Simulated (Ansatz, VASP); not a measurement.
## Two plane-wave programs on Si

Contents of INCAR:

```
PREC     = Accurate       # precision mode
ENCUT    = 520            # plane-wave cutoff, eV
EDIFF    = 1E-6           # SCF threshold, eV
ISMEAR   = -1             # smearing method
SIGMA    = 0.05           # smearing width, eV
LREAL    = F              # projectors in reciprocal space
LASPH    = T              # aspherical terms in the spheres
NELM     = 60             # most SCF steps
ALGO     = Normal         # electronic algorithm
ISIF     = 2              # what is computed and relaxed
LWAVE    = F              # write WAVECAR
LCHARG   = F              # write CHGCAR
GGA      = PE             # functional
NBANDS   = 11             # bands
```

KPOINTS

```
Automatic mesh
0
Gamma
  11 11 11
```

Contents of POSCAR:

```
Si
1.0
   -2.3870772145      2.3870772145      1.3380687285
    2.3870772145     -2.3870772145      1.3380687285
    2.3870772145      2.3870772145     -1.3380687285
Si
2
Direct
    0.5000000000      0.5000000000      0.0000000000
    0.2500000000      0.7500000000      0.5000000000
```

File input.yaml:

```yaml
crystal:
  lattice:
    - [-2.3870772145, 2.3870772145, 1.3380687285]
    - [2.3870772145, -2.3870772145, 1.3380687285]
    - [2.3870772145, 2.3870772145, -1.3380687285]
  atoms:
    - { symbol: Si, position: [0.5, 0.5, 0.0] }
    - { symbol: Si, position: [0.25, 0.75, 0.5] }
hamiltonian:
  xc: pbe
  pseudopotentials: { kind: paw, azcp: { folder: soft_1 } }
kpoints:
  mp_grid: { grid: [11, 11, 11] }
scf:
  occupations: { method: fermi_dirac, width: 0.05 }
output:
  forces: true
  stress: true
  eigenvalues: true
```

This isn't the form of Si at room conditions, which is diamond.

Alike in both runs: task single point; functional PBE; k mesh 11 × 11 × 11; occupations fermi-dirac, width 0.05 eV; no spin polarisation.

```csv
,VASP,Ansatz
version,VASP 6.6.1,Ansatz 0.2.0
potentials or method,"VASP PAW PBE potentials, release 64 (Si)",Ansatz PAW soft_1
plane-wave cutoff (eV),520,420
valence electrons in the cell,8,8
```

Ansatz gave:

| Item | Value |
| --- | --- |
| gap on the k mesh at the Fermi level (eV) | none |
| pressure (GPa) | 0.9 |
| largest component of the traceless stress (GPa) | 0.76 |

Task: Estimate VASP's values.

Result: gap on the k mesh at the Fermi level (eV): none; pressure (GPa): 0.8; largest component of the traceless stress (GPa): 0.75.

A gap of «none» marks a metal or a gap that the smearing closes.
